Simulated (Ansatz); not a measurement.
A trial structure of SiO₂ was built thus: 4-connected net, bridging atoms on its edges, bridges bent (I4_122, No. 98). Its size is a rough estimate.

```yaml
crystal:
  lattice:
    - [-2.93352, 2.93352, 5.85093]
    - [2.93352, -2.93352, 5.85093]
    - [2.93352, 2.93352, -5.85093]
  atoms:
    - { symbol: Si, position: [0.37500, 0.98638, 0.11138] }
    - { symbol: Si, position: [0.73638, 0.12500, 0.11138] }
    - { symbol: Si, position: [0.01362, 0.62500, 0.88862] }
    - { symbol: Si, position: [0.87500, 0.26362, 0.88862] }
    - { symbol: O, position: [0.59787, 0.09787, 0.19575] }
    - { symbol: O, position: [0.15213, 0.84787, 0.00000] }
    - { symbol: O, position: [0.10516, 0.10516, 0.00000] }
    - { symbol: O, position: [0.64484, 0.14484, 0.50000] }
    - { symbol: O, position: [0.89484, 0.89484, 0.00000] }
    - { symbol: O, position: [0.85516, 0.35516, 0.50000] }
    - { symbol: O, position: [0.84787, 0.15213, 0.00000] }
    - { symbol: O, position: [0.90213, 0.40213, 0.80425] }
```

Method: DFT PBE, scalar-relativistic, plane waves, PAW in Ansatz 0.2.0. Cutoff 420 eV, Gaussian smearing, Γ-centred meshes. Cell and atoms relax first on a coarse mesh and then on a converged one. In between, the cell is made exact in the group found at 0.06 Å. The steps can't lower the symmetry of their start. No spin polarisation.

A guess keeps its type if space group and coordination stay and the shape of the cell changes little (axis ratios within about 15 %, angles within 6°); the volume may change.

Question: Does it keep its structure type, or change into something else?

Answer: It doesn't keep its type. The symmetry stays I4_122 (No. 98). The volume per atom shrinks by 9.3 %, from 16.8 to 15.2 Å³. The shortest distance goes from 1.57 Å (Si–O) to 1.63 Å (Si–O). The ratio c/a of the conventional cell changes by a factor of 1.00. Counting neighbours within 15 % of an atom's shortest distance, the start has O 4, Si 4 and the end O 2, Si 4. In detail, at the end Si has 4 O at 1.63–1.64 Å; O on its first site is surrounded by 2 Si at 1.64 Å; O on its second site is surrounded by 2 Si at 1.63 Å.

```
Si O
1.0
    -2.84096    2.84096    5.65552
     2.84096   -2.84096    5.65552
     2.84096    2.84096   -5.65552
Si O
4 8
Direct
  0.37500 0.98681 0.11181
  0.73681 0.12500 0.11181
  0.01319 0.62500 0.88819
  0.87500 0.26319 0.88819
  0.46835 0.96835 0.93671
  0.28165 0.71835 0.00000
  0.11648 0.11648 0.00000
  0.63352 0.13352 0.50000
  0.88352 0.88352 0.00000
  0.86648 0.36648 0.50000
  0.71835 0.28165 0.00000
  0.03165 0.53165 0.06329
```

The last run used a 6×6×6 mesh for its 12-atom cell and Gaussian smearing of 0.02 eV. A later test with randomly moved atoms led to a structure 10 meV/atom lower, so this end is a saddle point or a shallow minimum.
